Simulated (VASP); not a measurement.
Input of a VASP 6.6.1 run:

The input INCAR:

```
SYSTEM = SnSe2
  ALGO = Fast
  EDIFF = 1E-6
  EDIFFG = -0.02
  ENCUT = 600
  GGA = BF
  IBRION = 2
  ISIF = 3
  ISMEAR = -1
  LASPH = .True.
  LCHARG = .False.
  LREAL = .False.
  LUSE_VDW = .True.
  LWAVE = .False.
  NELM = 100
  NSW = 60
  PREC = Accurate
  SIGMA = 0.05
  ZAB_VDW = -1.8867
```

The input KPOINTS:

```
k-points
0
Gamma
  8 8 5
  0 0 0
```

POSCAR

```
SnSe2
1.0
    3.8110000000      0.0000000000      0.0000000000
   -1.9055000000      3.3004228138      0.0000000000
    0.0000000000      0.0000000000      6.1360000000
Sn Se
1 2
Direct
    0.0000000000      0.0000000000      0.0000000000
    0.6666666667      0.3333333333      0.7510000000
    0.3333333333      0.6666666667      0.2490000000
```

Potentials or basis: VASP PAW PBE potentials, release 64 (Sn_d, Se).

Command:

```bash
$ cat potpaw_PBE.64/Sn_d/POTCAR potpaw_PBE.64/Se/POTCAR > POTCAR
$ mpirun -np 1 vasp_std > vasp.out
```

(1) Estimate the band gap on the k mesh.

(2) Estimate the relaxed volume.

(3) What does it give for the space group after relaxing (to 0.05 Å)?

## Answers

(1) 0.72 eV, indirect (least direct gap 1.12 eV).

(2) 29.69 Å³/atom.

(3) P-3m1 (No. 164).

Caveat: the volume moved by over 15 % at a fixed basis, so the end points are rough; the PAW data sets were made with another functional, which shifts forces and pressure a little; spin-orbit coupling is left out, which moves the levels of the heavy elements; an odd mesh through Γ misses points on the zone boundary, where band edges often lie; the volume moved by +15 % from the deposited cell, more than functionals usually miss.
